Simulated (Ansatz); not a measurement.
# Rh: relaxation of cell and atoms with LDA

The system is Rh.

```
Rh
1.0
     0.00000    1.89785    1.89785
     1.89785    0.00000    1.89785
     1.89785    1.89785    0.00000
Rh
1
Direct
  0.00000 0.00000 0.00000
```

```
Program             : Ansatz 0.2.0
Task                : relaxation of cell and atoms
Functional          : LDA
Potentials or basis : Ansatz PAW
Cutoff              : 420 eV (not typed: the program's choice for these potentials)
k mesh              : 12 × 12 × 12
Occupations         : fermi-dirac, width 0.05 eV
Spin                : no spin polarisation
```

| Quantity | Value |
| --- | --- |
| Relaxed volume | 13.22 Å³/atom |
| Relaxed cell | a = 2.654 Å, b = 2.654 Å, c = 2.654 Å, α = 60.00°, β = 60.00°, γ = 60.00° |
| Space group after relaxing (to 0.05 Å) | Fm-3m (No. 225) |
| Energy gained by relaxing | 14.6 meV/atom |
| Ionic steps | 7 |
| Pressure after relaxing | 0.0 GPa |
| Band gap on the k mesh | none (metal or under the smearing width) |

Step by step:
```
step  energy change (eV)  largest force (eV/Å)  volume (Å³)
   1              0.0000                0.0000        13.67
   2             -0.0027                0.0000        12.82
   3             -0.0148                0.0000        13.24
   4             -0.0148                0.0000        13.22
   5             -0.0146                0.0000        13.22
   6             -0.0146                0.0000        13.22
   7             -0.0146                0.0000        13.22
```

Final structure:
```
Rh
1.0
     0.00000    1.87653    1.87653
     1.87653    0.00000    1.87653
     1.87653    1.87653    0.00000
Rh
1
Direct
  0.00000 0.00000 0.00000
```

Levels at points of the mesh, in eV from the Fermi level:
```csv
k point,band 5,band 6,band 7,band 8,band 9,band 10,band 11,band 12
"(0.00, 0.00, 0.00)",-8.36,-3.33,-3.33,-3.33,-1.08,-1.08,15.72,21.21
"(0.00, 0.00, -0.50)",-6.53,-3.41,-3.41,0.59,0.59,0.62,8.94,15.29
"(0.00, -0.50, -0.50)",-6.75,-6.37,0.58,1.04,1.04,3.23,12.68,13.37
```

It took 3.4 s on 2 threads of Arm Neoverse V1 (shared host), peak memory 0.27 GiB.

Caveat: the plane-wave basis is chosen anew once the cell has moved, so the energies of steps on either side of that aren't comparable; the PAW data sets come from PBE, with cores solved anew for the run's functional, which leaves a small shift of forces and pressure. LDA usually gives volumes a few per cent too small.
